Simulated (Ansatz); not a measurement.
**Relaxing Pt**

Computed with DFT PBE, scalar-relativistic, plane waves, PAW in Ansatz 0.2.0. Cutoff 420 eV, Γ-centred k mesh, Gaussian smearing, no spin polarisation in the final step.

Pt was placed on the omega structure type (P6/mmm, No. 191), at a guessed volume.

```yaml
crystal:
  lattice:
    - [4.70011, 0.00000, 0.00000]
    - [-2.35005, 4.07041, 0.00000]
    - [0.00000, 0.00000, 2.88137]
  atoms:
    - { symbol: Pt, position: [0.00000, 0.00000, 0.00000] }
    - { symbol: Pt, position: [0.33333, 0.66667, 0.50000] }
    - { symbol: Pt, position: [0.66667, 0.33333, 0.50000] }
```

Cell and atoms relax at zero pressure; the relaxation can't lower the symmetry of the start. After a coarse first stage the cell is made exact in the group found at 0.06 Å.

Energies count from the standard state of Pt at the same level.

Q: Which crystal results?

A: It keeps P6/mmm (No. 191). The result has the omega structure. Conventional cell: a = 4.529 Å, c = 2.706 Å. Around Pt on Wyckoff site a (1 atom of the primitive cell) lie 2 Pt at 2.71 Å and 12 Pt at 2.94 Å; around Pt on Wyckoff site d (2 atoms of the primitive cell) lie 5 Pt at 2.62–2.71 Å and 6 Pt at 2.94 Å.

Space group P6/mmm (No. 191). a = 4.529 Å, b = 4.529 Å, c = 2.706 Å, α = 90.00°, β = 90.00°, γ = 120.00°
```csv
atom,site,symmetry,x,y,z
Pt,1a,6/mmm,0.0000,0.0000,0.0000
Pt,2d,-6m2,0.3333,0.6667,0.5000
```

Q: What are its volume, energy, density and gap?

A: The volume per atom is 16.03 Å³, the density is 20.21 g/cm³ and the energy over the standard structure is 0.15 eV/atom. The gap on the 12×12×16 mesh is 0 eV (a metal).

The final run used a 12×12×16 mesh on its 3-atom cell and 0.10 eV smearing. The k mesh leaves about 4 meV/atom of noise in metals. Spin–orbit coupling is left out. Symmetry constrained the relaxation, so the result can be a saddle point.

This form isn't the element's structure at ambient conditions.